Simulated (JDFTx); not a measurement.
**ZnS: equation of state with PBEsol**

**Experimental background.**

“Electronic, vibrational, and thermodynamic properties of ZnS (zincblende and rocksalt structure)”, 2009, arxiv:0911.5022 quotes, for a bulk crystal of ZnS: bulk modulus 76.9 GPa.

ZnS:

```
Zn S
1.0
     0.00000    2.70200    2.70200
     2.70200    0.00000    2.70200
     2.70200    2.70200    0.00000
Zn S
1 1
Direct
  0.75000 0.75000 0.75000
  0.00000 0.00000 0.00000
```

* Program: JDFTx 1.7.0 (patched build)
* Task: equation of state
* Functional: PBEsol
* Potentials or basis: PseudoDojo-SR-PBEsol-0.4.1-standard with smoothed tails
* Cutoff: 1143 eV
* Density cutoff: 9143 eV
* k mesh: 9 × 9 × 9
* Occupations: fermi-dirac, width 0.05 eV
* Spin: no spin polarisation

```
Equilibrium volume                      : 19.20 Å³/atom
Bulk modulus                            : 79 GPa
Pressure derivative of the bulk modulus : 4.4
```

Energy against volume, from the lowest point:
```tsv
volume (Å³/atom)	energy (meV/atom)
18.543	5.58
18.938	0.64
19.332	0.00
19.727	3.20
20.121	9.84
20.516	19.55
20.910	32.01
```

A measured bulk modulus of ZnS is 76.9 GPa (quoted in “Electronic, vibrational, and thermodynamic properties of ZnS (zincblende and rocksalt structure)”, 2009, arxiv:0911.5022); the calculated 79 GPa misses it by +2.5 %. The fit is for a static lattice scaled at fixed shape and fixed fractional positions.
